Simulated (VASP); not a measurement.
Here is a VASP 6.6.1 calculation.

Contents of run.py:

```python
from ase.calculators.vasp import Vasp
from ase.dft.bandgap import bandgap
from ase.io import read

atoms = read('Hf.cif', primitive_cell=True, subtrans_included=False)
calc = Vasp(
    directory='calc',
    xc='vdw-df-cx',
    pp='PBE',
    setups='recommended',
    prec='Accurate',
    encut=520,
    ediff=1e-06,
    ismear=-1,
    sigma=0.02,
    lreal=False,
    lasph=True,
    nelm=100,
    algo='Normal',
    isif=2,
    lwave=False,
    lcharg=False,
    lorbit=11,
    lsorbit=True,
    gga_compat=False,
    lmaxmix=4,
    kpts=[7, 7, 7],
    gamma=True,
)
atoms.calc = calc

print('energy (eV):', atoms.get_potential_energy())
print('free energy (eV):', atoms.get_potential_energy(force_consistent=True))
print('forces (eV/A):')
print(atoms.get_forces())
print('stress (eV/A^3, Voigt):', atoms.get_stress())
print('Fermi level (eV):', calc.get_fermi_level())
gap, top, bottom = bandgap(calc)
print('band gap (eV):', gap, 'from (spin, k, band)', top, 'to', bottom)
```

Hf.cif

```cif
data_Hf
_cell_length_a 3.61000000
_cell_length_b 3.61000000
_cell_length_c 3.61000000
_cell_angle_alpha 90.00000000
_cell_angle_beta 90.00000000
_cell_angle_gamma 90.00000000
_space_group_name_H-M_alt 'Im-3m'
_space_group_name_Hall '-I 4 2 3'
_space_group_IT_number 229
loop_
_space_group_symop_operation_xyz
'x,y,z'
'-x,-y,-z'
'-y,x,z'
'y,-x,-z'
'-x,-y,z'
'x,y,-z'
'y,-x,z'
'-y,x,-z'
'x,-y,-z'
'-x,y,z'
'-y,-x,-z'
'y,x,z'
'-x,y,-z'
'x,-y,z'
'y,x,-z'
'-y,-x,z'
'z,x,y'
'-z,-x,-y'
'z,-y,x'
'-z,y,-x'
'z,-x,-y'
'-z,x,y'
'z,y,-x'
'-z,-y,x'
'-z,x,-y'
'z,-x,y'
'-z,-y,-x'
'z,y,x'
'-z,-x,y'
'z,x,-y'
'-z,y,x'
'z,-y,-x'
'y,z,x'
'-y,-z,-x'
'x,z,-y'
'-x,-z,y'
'-y,z,-x'
'y,-z,x'
'-x,z,y'
'x,-z,-y'
'-y,-z,x'
'y,z,-x'
'-x,-z,-y'
'x,z,y'
'y,-z,-x'
'-y,z,x'
'x,-z,y'
'-x,z,-y'
'x+1/2,y+1/2,z+1/2'
'-x+1/2,-y+1/2,-z+1/2'
'-y+1/2,x+1/2,z+1/2'
'y+1/2,-x+1/2,-z+1/2'
'-x+1/2,-y+1/2,z+1/2'
'x+1/2,y+1/2,-z+1/2'
'y+1/2,-x+1/2,z+1/2'
'-y+1/2,x+1/2,-z+1/2'
'x+1/2,-y+1/2,-z+1/2'
'-x+1/2,y+1/2,z+1/2'
'-y+1/2,-x+1/2,-z+1/2'
'y+1/2,x+1/2,z+1/2'
'-x+1/2,y+1/2,-z+1/2'
'x+1/2,-y+1/2,z+1/2'
'y+1/2,x+1/2,-z+1/2'
'-y+1/2,-x+1/2,z+1/2'
'z+1/2,x+1/2,y+1/2'
'-z+1/2,-x+1/2,-y+1/2'
'z+1/2,-y+1/2,x+1/2'
'-z+1/2,y+1/2,-x+1/2'
'z+1/2,-x+1/2,-y+1/2'
'-z+1/2,x+1/2,y+1/2'
'z+1/2,y+1/2,-x+1/2'
'-z+1/2,-y+1/2,x+1/2'
'-z+1/2,x+1/2,-y+1/2'
'z+1/2,-x+1/2,y+1/2'
'-z+1/2,-y+1/2,-x+1/2'
'z+1/2,y+1/2,x+1/2'
'-z+1/2,-x+1/2,y+1/2'
'z+1/2,x+1/2,-y+1/2'
'-z+1/2,y+1/2,x+1/2'
'z+1/2,-y+1/2,-x+1/2'
'y+1/2,z+1/2,x+1/2'
'-y+1/2,-z+1/2,-x+1/2'
'x+1/2,z+1/2,-y+1/2'
'-x+1/2,-z+1/2,y+1/2'
'-y+1/2,z+1/2,-x+1/2'
'y+1/2,-z+1/2,x+1/2'
'-x+1/2,z+1/2,y+1/2'
'x+1/2,-z+1/2,-y+1/2'
'-y+1/2,-z+1/2,x+1/2'
'y+1/2,z+1/2,-x+1/2'
'-x+1/2,-z+1/2,-y+1/2'
'x+1/2,z+1/2,y+1/2'
'y+1/2,-z+1/2,-x+1/2'
'-y+1/2,z+1/2,x+1/2'
'x+1/2,-z+1/2,y+1/2'
'-x+1/2,z+1/2,-y+1/2'
loop_
_atom_site_label
_atom_site_type_symbol
_atom_site_symmetry_multiplicity
_atom_site_Wyckoff_symbol
_atom_site_fract_x
_atom_site_fract_y
_atom_site_fract_z
_atom_site_occupancy
Hf1 Hf 2 a 0.0000000000 0.0000000000 0.0000000000 1
```

Potentials or basis: VASP PAW PBE potentials, release 64 (Hf_pv).

Launch:

```sh
$ python run.py
```

Problem. Estimate the pressure.

Solution. -8.1 GPa.

Caveat: the PAW data sets were made with another functional, which shifts forces and pressure a little.
